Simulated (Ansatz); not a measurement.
## CoO in Ansatz: the effect of functional

Crystal: CoO.

```
Co O
1.0
     1.62330    0.93722    2.60024
    -1.62330    0.93722    2.60024
     0.00000   -1.87443    2.60024
Co O
1 1
Direct
  0.99898 0.99898 0.99898
  0.75102 0.75102 0.75102
```

Measurements of this composition are mostly on another form, of space group No. 225.

The cell isn't the ideal one: volume scaled by 1.04.

Alike in all runs:

| Property | Result |
| --- | --- |
| Program | Ansatz 0.2.0 |
| Task | single point |
| Potentials or basis | Ansatz PAW |
| k mesh | 10 × 10 × 10 |
| Occupations | fermi-dirac, width 0.05 eV |
| Spin | collinear spin, ferromagnetic start |
| Starting moments | [2.0, 0.0] μB |

```csv
functional,cutoff,gap on the mesh (eV),pressure (GPa),moment (μB)
LDA,420 eV (not typed: the program's choice for these potentials),none,-18.8,2.82
PBEsol,420 eV (not typed: the program's choice for these potentials),?,?,?
r2SCAN,500 eV (not typed: the program's choice for these potentials),0.30,-1.7,3.00
```

Question: What does the run with functional PBEsol give?

Answer: gap on the mesh none; pressure -11.9 GPa; moment 2.90 μB.

Caveats: a cell with one magnetic atom can't hold antiferromagnetic order, which such compounds often take; the PAW data sets come from PBE, with cores solved anew for the run's functional, which leaves a small shift of forces and pressure; semilocal functionals often make such compounds metallic where correlation or magnetic order opens a gap, which also shifts bond lengths (some runs); the magnetic or orbital state may not be the lowest (some runs).

A k mesh can miss the band edges.

A gap of «none» marks a metal or a gap under the smearing width.

Runs at the PBE level aren't shown here.
